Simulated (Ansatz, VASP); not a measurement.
## GaP in VASP and in Ansatz

```
CELL_PARAMETERS angstrom
2.70567 2.70567 0.00000
-2.70567 2.70567 0.00000
0.00000 2.70567 2.73044
ATOMIC_POSITIONS crystal
Ga 0.00000 0.00000 0.00000
P 0.75000 0.25000 0.50000
```

Change from the starting cell: in-plane strain -0.005, out-of-plane length and atoms relaxed by PAW.

Alike in both runs: functional PBEsol; k mesh 8 × 8 × 8; no spin polarisation.

Ansatz relaxed the structure, and its values are those at the end. VASP's run is a single point on that final structure, the one shown.

```csv
,VASP,Ansatz
version,VASP 6.6.1,Ansatz 0.2.0
potentials or method,"VASP PAW PBE potentials, release 64 (Ga_d, P)","PAW with Ansatz's default frozen-core files, scalar-relativistic"
plane-wave cutoff (eV),520,420
occupations,"gaussian, width 0.01 eV",fixed
valence electrons in the cell,18,18
```

Ansatz gave:

- pressure (GPa): 0.5

Task: Estimate VASP's values.

Result: Pressure (GPa): 0.4.

Caveats: the PAW data sets were made with another functional, which shifts forces and pressure a little (VASP). A k mesh can miss the band edges.
